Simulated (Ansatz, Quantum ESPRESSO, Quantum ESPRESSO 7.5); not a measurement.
# Band offsets of the AlP/GaP(110) superlattice, 5 + 5 layers, a = 5.4 Å

Aim: valence and conduction offsets of the AlP/GaP(110) superlattice, 5 + 5 layers, a = 5.4 Å from the line-up of mean potentials.

Calculated with Quantum ESPRESSO 7.5; plane-wave DFT, LDA, GBRV ultrasoft pseudopotentials (cross-check by Ansatz 0.2.0 with PAW datasets).

Experimental background.

“Band offsets of semiconductor heterostructures: a hybrid density functional study” (2010, arxiv:1007.2635) quotes from earlier work for AlP/GaP (heterojunction): valence-band offset (valence top of GaP over that of AlP) 0.55 eV.

## 1. Starting point

The cell holds 20 atoms: 5 Al, 10 P and 5 Ga. Its edges and angles: a = 5.400 Å, b = 3.818 Å, c = 19.092 Å, α = 90.0°, β = 90.0°, γ = 90.0°. Regions: AlP, 10 atoms (5 Al and 5 P); GaP, 10 atoms (5 Ga and 5 P). The structure's axis is c.

## 2. The superlattice in Ansatz, atoms held

The atoms stay on the ideal cubic sites, so that each half of the superlattice is the very crystal whose bulk edges are computed below.

input.yaml

```yaml
crystal:
  lattice:
    - [5.4, 0.0, 0.0]
    - [0.0, 3.8183766184, 0.0]
    - [0.0, 0.0, 19.091883092]
  atoms:
    - { symbol: Al, position: [0.0, 0.0, 0.0] }
    - { symbol: P, position: [0.25, 0.5, 0.0] }
    - { symbol: Al, position: [0.5, 0.5, 0.1] }
    - { symbol: P, position: [0.75, 0.0, 0.1] }
    - { symbol: Al, position: [0.0, 0.0, 0.2] }
    - { symbol: P, position: [0.25, 0.5, 0.2] }
    - { symbol: Al, position: [0.5, 0.5, 0.3] }
    - { symbol: P, position: [0.75, 0.0, 0.3] }
    - { symbol: Al, position: [0.0, 0.0, 0.4] }
    - { symbol: P, position: [0.25, 0.5, 0.4] }
    - { symbol: Ga, position: [0.5, 0.5, 0.5] }
    - { symbol: P, position: [0.75, 0.0, 0.5] }
    - { symbol: Ga, position: [0.0, 0.0, 0.6] }
    - { symbol: P, position: [0.25, 0.5, 0.6] }
    - { symbol: Ga, position: [0.5, 0.5, 0.7] }
    - { symbol: P, position: [0.75, 0.0, 0.7] }
    - { symbol: Ga, position: [0.0, 0.0, 0.8] }
    - { symbol: P, position: [0.25, 0.5, 0.8] }
    - { symbol: Ga, position: [0.5, 0.5, 0.9] }
    - { symbol: P, position: [0.75, 0.0, 0.9] }
kpoints:
  mp_grid: { grid: [6, 8, 1] }
hamiltonian:
  xc: lda
scf:
  occupations: { method: fermi_dirac, width: 0.02 }
  convergence: { dr2_threshold: 1.0e-08 }
output:
  eigenvalues: true
  write_potential: true
  write_density: true
  volumetric_format: npy
checkpoint:
  write: relax.run
  compress: false
  write_wavefunctions: false
```

Command:

```
> ansatz run input.yaml --threads 4 --pin off --max-ram 8192MiB --backend cpu --events-out ev --progress --plain --runs-dir out
```

Numbers of over 12 decimals in the logs are rounded to 6 here.

The log of the run:

```text
Engine: ansatz 0.2.0, aarch64-unknown-linux-gnu
Pseudopotentials: kind: paw
Pseudopotential: Al, paw, valence charge 3, recommended cutoff 420 eV (normal), Al.paw.azcp
Pseudopotential: P, paw, valence charge 5, recommended cutoff 420 eV (normal), P.paw.azcp
Pseudopotential: Ga, paw, valence charge 13, recommended cutoff 420 eV (normal), Ga.paw.azcp
Functional definition: SPW92
  exchange = slater_x
  correlation = pw_c
Crystal: 20 atoms, lattice volume = 393.660 Å³
Basis set: ecut = 420 eV, 7665 PW (Γ)
Bands: 85, of which v1, the nominal top of the filled ones, is band 65 counted from 1 (64 counted from 0)
Symmetry: 4 space group operations
Space group: Pmm2 (ITA 25), of the structure as read, at distance tolerance 7.3e-5 Å
k-points: 20 of 48 (time reversal used)
Non-local potential: Al, projectors of the file, l = 0: 2, l = 1: 2, l = 2: 1
Non-local potential: P, projectors of the file, l = 0: 2, l = 1: 2, l = 2: 2
Non-local potential: Ga, projectors of the file, l = 0: 2, l = 1: 2, l = 2: 3, l = 3: 1
PAW form: soft (Blöchl's): semilocal exchange-correlation on the pseudo side does not see the compensation charge
PAW frozen core: Al, regenerated for the run's functional, and the local potential with it (the file was generated under x = pbe(κ = 0.804, μ = 0.219515), c = pbe(β = 0.066725))
PAW frozen core: P, regenerated for the run's functional, and the local potential with it (the file was generated under x = pbe(κ = 0.804, μ = 0.219515), c = pbe(β = 0.066725))
PAW frozen core: Ga, regenerated for the run's functional, and the local potential with it (the file was generated under x = pbe(κ = 0.804, μ = 0.219515), c = pbe(β = 0.066725))
PAW one-centre angular grid: Al, 110 points (default); XC on 64 Gauss nodes
PAW one-centre angular grid: P, 110 points (default); XC on 64 Gauss nodes
PAW one-centre angular grid: Ga, 590 points (default); XC on 64 Gauss nodes
Initial density: superposition of atomic densities (neutral atoms: chi_scale 0, normalization atom), corrected by the library's trained network
Initial wavefunctions: pseudopotential atomic-orbital guess
Functional: x = slater, c = lda
SCF iter   1: F=—  HF=-28368.973892 eV  |F-HF|=—  |Δ(HF+E_count)|=         —  Δρ=5.62e-3  dr2=1.22e-1  ethr=1.77e-3  ⟨swp⟩=9.0  Hψ=8118  notcnv=0  defer=52
preconditioner: auto → Resta (q_TF=auto, 2.268 Å⁻¹)  ε∞=4.0  [insulator: Δε(μ)=1.180 eV  Ē_g=12.320 eV  σ=0.020 eV  W_gap=1.00  n_scr=80 (ndim 8)  ℏωp=21.3 eV  f_vac=0.000  D(μ)=0.00/eV (n_scr^D=0)  ε∞_Penn≈4.0]
SCF iter   2: F=—  HF=-28368.947368 eV  |F-HF|=—  |Δ(HF+E_count)|=   2.65e-2  Δρ=2.81e-3  dr2=2.61e-2  ethr=9.40e-5  ⟨swp⟩=2.5  Hψ=2592  notcnv=0  defer=280
SCF iter   3: F=—  HF=-28368.941585 eV  |F-HF|=—  |Δ(HF+E_count)|=   5.78e-3  Δρ=6.13e-4  dr2=4.25e-3  ethr=2.01e-5  ⟨swp⟩=2.4  Hψ=2320  notcnv=0  defer=280
SCF iter   4: F=—  HF=-28368.941072 eV  |F-HF|=—  |Δ(HF+E_count)|=   5.14e-4  Δρ=2.14e-4  dr2=2.47e-4  ethr=3.27e-6  ⟨swp⟩=2.6  Hψ=2409  notcnv=0  defer=280
SCF iter   5: F=—  HF=-28368.941076 eV  |F-HF|=—  |Δ(HF+E_count)|=   4.32e-6  Δρ=4.98e-5  dr2=1.42e-5  ethr=1.90e-7  ⟨swp⟩=2.3  Hψ=2602  notcnv=0  defer=280
SCF iter   6: F=—  HF=-28368.941081 eV  |F-HF|=—  |Δ(HF+E_count)|=   5.22e-6  Δρ=2.76e-5  dr2=2.56e-6  ethr=1.09e-8  ⟨swp⟩=2.0  Hψ=2750  notcnv=0  defer=280
SCF iter   7: F=—  HF=-28368.940861 eV  |F-HF|=—  |Δ(HF+E_count)|=   2.21e-4  Δρ=7.02e-6  dr2=3.00e-7  ethr=1.97e-9  ⟨swp⟩=2.0  Hψ=3000  notcnv=0  defer=280
SCF iter   8: F=—  HF=-28368.940861 eV  |F-HF|=—  |Δ(HF+E_count)|=   2.19e-8  Δρ=1.77e-6  dr2=1.55e-8  ethr=2.31e-10  ⟨swp⟩=2.1  Hψ=2732  notcnv=0  defer=280
SCF iter   9: F=-28368.940861 eV  HF=-28368.940861 eV  |F-HF|=9.71e-10  |Δ(HF+E_count)|=  3.46e-10  Δρ=5.58e-7  dr2=1.51e-9  ethr=7.69e-12  ⟨swp⟩=12.7  Hψ=7218  notcnv=0
SCF 1 converged in 9 iterations: F = -28368.940861 eV  dr2 = 1.51e-9
  greatest PAW one-centre occupation: 0.994 electrons in one spin orbital (limit 2), on the Ga atom at site 18 (counted from 0), in its partial waves of l = 2
SCF converged after 9 iterations
Free energy (F): -28368.940861 eV
Harris-Foulkes:  -28368.940861 eV  (|F-HF|=9.71e-10)
Internal energy: -28368.940861 eV  (E = F + TS)
E sigma→0 (E₀):  -28368.940861 eV
Fermi energy:    6.942798 eV
--- Per-component energies (eV) ---
  E_band       = -307.786149
  E_kinetic    = 1413.599878
  E_local      = -20515.484547  (includes V_loc(G=0)·N_el)
  E_nonlocal   = 2545.134548
  E_hartree    = 9739.229089
  E_xc         = -1158.781754
  E_vxc        = -1056.195627  (∫ρ·V_xc dr)
  E_paw        = -17182.752453  (= ΣΔE_a)
  E_vpaw       = -2173.294625  (= ΣTr[D̂ρ^β])
  E_aug_tail   = -0.000601  (compensation charges beyond the density's cutoff)
  E_ewald      = -3219.979518
  E_core_change = 10.094497  (= ΣΔE_core)
  E_smearing   = -0.000000  (= −TS)
  E_closure    = -0.000000  (closes the sum)
  Σ components = -28368.940861   (vs F -28368.940861, Δ=0.00e0)
--- Band table (eV; the first three rows and the last of 20) ---
  k-point 0: bands = [... 61 lower, 6.0992, 6.2141, 6.2280, 6.3602, 7.5255, 8.1368, 8.1487, 8.2455, ... 16 higher]
  k-point 1: bands = [... 61 lower, 5.4345, 5.4808, 5.8769, 6.1689, 7.8783, 8.9447, 9.1005, 9.1347, ... 16 higher]
  k-point 2: bands = [... 61 lower, 4.8459, 4.8611, 4.9821, 5.9928, 8.2916, 8.5106, 8.5554, 8.7818, ... 16 higher]
  k-point 19: bands = [... 61 lower, 5.2131, 5.2173, 5.2282, 5.2315, 8.2339, 8.4320, 9.4541, 9.6519, ... 16 higher]
```

Run time: 27 s. Hardware: 4 threads of Arm Neoverse V1, shared host; peak memory 1.2 GiB.

Numbers from this step:

```
free energy         : -28368.9409 eV
Fermi energy        : 6.943 eV
gap by band count   : 1.165 eV
symmetry operations : 4
```

## 3. SCF with pw.x of bulk AlP

Each bulk is run alone at the common lattice constant, to place its band edges against its own mean potential.

Level of this step: plane-wave DFT, LDA, GBRV ultrasoft pseudopotentials (Quantum ESPRESSO 7.5).

System of this step: AlP, zinc blende at a = 5.4 Å. It takes space group F-43m (No. 216, cubic). Conventional cell: a = 5.400 Å, b = 5.400 Å, c = 5.400 Å, α = 90.00°, β = 90.00°, γ = 90.00°. Nearest to Al lie 4 P at 2.34 Å. Nearest to P lie 4 Al at 2.34 Å. Farther neighbours are not listed.

a.in

```
&control
  prefix = 'a'
  outdir = './out'
  pseudo_dir = './pseudo'
  calculation = 'scf'
  tprnfor = .true.
/
&system
  ibrav = 0
  nat = 4
  ntyp = 2
  ecutwfc = 40
  ecutrho = 200
  occupations = 'smearing'
  smearing = 'fd'
  degauss = 0.002
/
&electrons
  conv_thr = 1e-07
  mixing_beta = 0.5
  electron_maxstep = 120
/
ATOMIC_SPECIES
  Al  26.9815  al_lda_v1.uspp.F.UPF
  P   30.9738  p_lda_v1.5.uspp.F.UPF
CELL_PARAMETERS angstrom
  5.40000000000000 0.00000000000000 0.00000000000000
  0.00000000000000 3.81837661840736 0.00000000000000
  0.00000000000000 0.00000000000000 3.81837661840736
ATOMIC_POSITIONS crystal
  Al  0.000000000000 0.000000000000 0.000000000000
  P   0.250000000000 0.500000000000 0.000000000000
  Al  0.500000000000 0.500000000000 0.500000000000
  P   0.750000000000 0.000000000000 0.500000000000
K_POINTS automatic
  6 8 8 0 0 0
```

Command:

```
> OMP_NUM_THREADS=1 mpirun -n 4 pw.x -nk 4 -in a.in > a.out
```

The log of the run:

```text
Program PWSCF v.7.5 starts
[citation notice left out]

     Parallel version (MPI & OpenMP), running on       4 processor cores
     Number of MPI processes:                 4
     Threads/MPI process:                     1

     MPI processes distributed on     1 nodes
[...]
Current dimensions of program PWSCF are:
     Max number of different atomic species (ntypx) = 10
     Max number of k-points (npk) =  40000
     Max angular momentum in pseudopotentials (lmaxx) =  4
     Found identity + ( -0.5000 -0.5000 -0.5000) symmetry
     This is a supercell, fractional translations are disabled
     Message from routine setup:
     using ibrav=0 with symmetry is DISCOURAGED, use correct ibrav instead

     K-points division:     npool     =       4
     Subspace diagonalization in iterative solution of the eigenvalue problem:
     a serial algorithm will be used

     G-vector sticks info
     --------------------
     sticks:   dense  smooth     PW     G-vecs:    dense   smooth      PW
     Sum        1165     945    287                25313    18249    3043

     Using Slab Decomposition

     bravais-lattice index     =            0
     lattice parameter (alat)  =      10.2045  a.u.
     unit-cell volume          =     531.3099 (a.u.)^3
     number of atoms/cell      =            4
     number of atomic types    =            2
     number of electrons       =        16.00
     number of Kohn-Sham states=           12
     kinetic-energy cutoff     =      40.0000  Ry
     charge density cutoff     =     200.0000  Ry
     scf convergence threshold =      1.0E-07
     mixing beta               =       0.5000
     number of iterations used =            8  plain     mixing
     Exchange-correlation=  SLA  PZ   NOGX NOGC
                           (   1   1   0   0   0   0   0)

     celldm(1)=  10.204521  celldm(2)=   0.000000  celldm(3)=   0.000000
     celldm(4)=   0.000000  celldm(5)=   0.000000  celldm(6)=   0.000000

     crystal axes: (cart. coord. in units of alat)
               a(1) = (   1.000000   0.000000   0.000000 )
               a(2) = (   0.000000   0.707107   0.000000 )
               a(3) = (   0.000000   0.000000   0.707107 )

     reciprocal axes: (cart. coord. in units 2 pi/alat)
               b(1) = (  1.000000  0.000000  0.000000 )
               b(2) = (  0.000000  1.414214  0.000000 )
               b(3) = (  0.000000  0.000000  1.414214 )

     PseudoPot. # 1 for Al read from file:
     ./pseudo/al_lda_v1.uspp.F.UPF
     Pseudo is Ultrasoft + core correction, Zval =  3.0
     Generated by new atomic code, or converted to UPF format
     Using radial grid of  893 points,  3 beta functions with:
                l(1) =   0
                l(2) =   1
                l(3) =   2
     Q(r) pseudized with  8 coefficients,  rinner =    0.900   0.900   0.900
                                                       0.900   0.900

     PseudoPot. # 2 for P  read from file:
     ./pseudo/p_lda_v1.5.uspp.F.UPF
     Pseudo is Ultrasoft + core correction, Zval =  5.0
     Generated by new atomic code, or converted to UPF format
     Using radial grid of  903 points,  6 beta functions with:
                l(1) =   0
                l(2) =   0
                l(3) =   1
                l(4) =   1
                l(5) =   2
                l(6) =   2
     Q(r) pseudized with  8 coefficients,  rinner =    1.300   1.300   1.300
                                                       1.300   1.300

     atomic species   valence    mass     pseudopotential
     Al                3.00    26.98150     Al( 1.00)
     P                 5.00    30.97380     P ( 1.00)

      8 Sym. Ops. (no inversion) found

   Cartesian axes

     site n.     atom                  positions (alat units)
         1        Al     tau(   1) = (   0.0000000   0.0000000   0.0000000  )
         2        P      tau(   2) = (   0.2500000   0.3535534   0.0000000  )
         3        Al     tau(   3) = (   0.5000000   0.3535534   0.3535534  )
         4        P      tau(   4) = (   0.7500000   0.0000000   0.3535534  )

     number of k points=    60  Fermi-Dirac smearing, width (Ry)=  0.0020
                       cart. coord. in units 2pi/alat
        k(    1) = (   0.0000000   0.0000000   0.0000000), wk =   0.0052083
        k(    2) = (   0.0000000   0.0000000   0.1767767), wk =   0.0208333
        k(    3) = (   0.0000000   0.0000000   0.3535534), wk =   0.0208333
        k(    4) = (   0.0000000   0.0000000   0.5303301), wk =   0.0208333
        k(    5) = (   0.0000000   0.0000000  -0.7071068), wk =   0.0104167
        k(    6) = (   0.0000000   0.1767767   0.1767767), wk =   0.0208333
        k(    7) = (   0.0000000   0.1767767   0.3535534), wk =   0.0416667
        k(    8) = (   0.0000000   0.1767767   0.5303301), wk =   0.0416667
        k(    9) = (   0.0000000   0.1767767  -0.7071068), wk =   0.0208333
        k(   10) = (   0.0000000   0.3535534   0.3535534), wk =   0.0208333
[...]
k(   60) = (  -0.5000000  -0.7071068  -0.7071068), wk =   0.0052083

     Dense  grid:    25313 G-vectors     FFT dimensions: (  45,  36,  36)

     Smooth grid:    18249 G-vectors     FFT dimensions: (  45,  30,  30)

     Estimated max dynamical RAM per process >      44.59 MB

     Estimated total dynamical RAM >     159.81 MB

     Initial potential from superposition of free atoms

     starting charge      15.9953, renormalised to      16.0000
     Starting wfcs are   16 randomized atomic wfcs

     total cpu time spent up to now is        0.7 secs

     per-process dynamical memory:    27.6 Mb

     Self-consistent Calculation

     iteration #  1     ecut=    40.00 Ry     beta= 0.50
     Davidson diagonalization with overlap
     ethr =  1.00E-02,  avg # of iterations =  3.6

     total cpu time spent up to now is        1.4 secs

     total energy              =     -44.56015300 Ry
     estimated scf accuracy    <       0.18782766 Ry

     iteration #  2     ecut=    40.00 Ry     beta= 0.50
[...]
total energy              =     -44.58606874 Ry
     estimated scf accuracy    <       0.01491693 Ry

     iteration #  3     ecut=    40.00 Ry     beta= 0.50
[...]
total energy              =     -44.58602053 Ry
     estimated scf accuracy    <       0.00253928 Ry

     iteration #  4     ecut=    40.00 Ry     beta= 0.50
[...]
total energy              =     -44.58617388 Ry
     estimated scf accuracy    <       0.00002537 Ry

     iteration #  5     ecut=    40.00 Ry     beta= 0.50
[...]
c_bands:  1 eigenvalues not converged
[...]
total energy              =     -44.58622308 Ry
     estimated scf accuracy    <       0.00000948 Ry

     iteration #  6     ecut=    40.00 Ry     beta= 0.50
[...]
total energy              =     -44.58622542 Ry
     estimated scf accuracy    <       0.00000029 Ry

     iteration #  7     ecut=    40.00 Ry     beta= 0.50
[...]
total energy              =     -44.58622568 Ry
     estimated scf accuracy    <       0.00000010 Ry

     iteration #  8     ecut=    40.00 Ry     beta= 0.50
[...]
End of self-consistent calculation

          k = 0.0000 0.0000 0.0000 (  2277 PWs)   bands (ev):

    -6.5841  -4.0928  -0.3424   2.9407   2.9407   5.1509   5.1509   5.1509
     6.5308   7.4596   8.5030   9.6411

          k = 0.0000 0.0000 0.1768 (  2271 PWs)   bands (ev):

    -6.4633  -4.0816  -0.2508   2.3222   3.0406   4.3175   4.8531   5.1231
     6.9243   8.2256   9.0048   9.6298

          k = 0.0000 0.0000 0.3536 (  2287 PWs)   bands (ev):

    -6.1124  -4.1226  -0.0407   1.5311   2.8994   3.3282   4.0761   5.0010
     7.4222   9.4150   9.7988  10.0855

          k = 0.0000 0.0000 0.5303 (  2264 PWs)   bands (ev):

    -5.5721  -4.3927   0.1724   1.5147   1.6133   3.0945   3.7632   4.7136
     8.0663   9.4197  10.3471  10.6040

          k = 0.0000 0.0000-0.7071 (  2270 PWs)   bands (ev):

    -4.9378  -4.9378   0.6674   0.6674   2.1648   2.1648   4.2653   4.2653
     8.8279   8.8279  11.1959  11.3220

          k = 0.0000 0.1768 0.1768 (  2285 PWs)   bands (ev):

    -6.3435  -4.0642  -0.1665   2.3551   2.4994   4.0178   4.6480   4.6481
     7.6626   8.6261   8.9991   9.6053

[...]
the Fermi energy is     5.8285 ev

!    total energy              =     -44.58622570 Ry
     estimated scf accuracy    <          1.6E-09 Ry
     smearing contrib. (-TS)   =      -0.00000000 Ry
     internal energy E=F+TS    =     -44.58622570 Ry

     The total energy is F=E-TS. E is the sum of the following terms:
     one-electron contribution =       7.51702802 Ry
     hartree contribution      =       3.59011190 Ry
     xc contribution           =     -20.42598003 Ry
     ewald contribution        =     -35.26738559 Ry

     convergence has been achieved in   8 iterations

     Forces acting on atoms (cartesian axes, Ry/au):

     atom    1 type  1   force =     0.00000000    0.00000000    0.00000000
     atom    2 type  2   force =    -0.00000380    0.00000000    0.00000000
     atom    3 type  1   force =     0.00000000    0.00000000    0.00000000
     atom    4 type  2   force =     0.00000380    0.00000000    0.00000000

     Total force =     0.000005     Total SCF correction =     0.000006
     SCF correction compared to forces is large: reduce conv_thr to get better values

[...]
=------------------------------------------------------------------------------=
   JOB DONE.
=------------------------------------------------------------------------------=
```

Wall time 7.4 s (4 MPI ranks); peak memory 0.31 GiB.

This step gave:

* free energy: -606.6265 eV
* Fermi energy: 5.829 eV

The run needed 8 iterations to bring the estimated error under 1e-07 Ry.

[end of part 1 of 7]

[Logs are printed without paths, hosts, clocks, repeated set-up lines and the standing remarks that a program may print on its own settings, such as how far it seeks lower states.]

[Hosts, paths, dates, database ids (printed as entryN), source tags and the programs' standing remarks are cut or masked in the printed files.]

[Maps of the electrostatic potential energy from Ansatz leave out the sawtooth potential of an applied field or a dipole correction, so their vacuum need not be flat; planar profiles and work functions include it.]
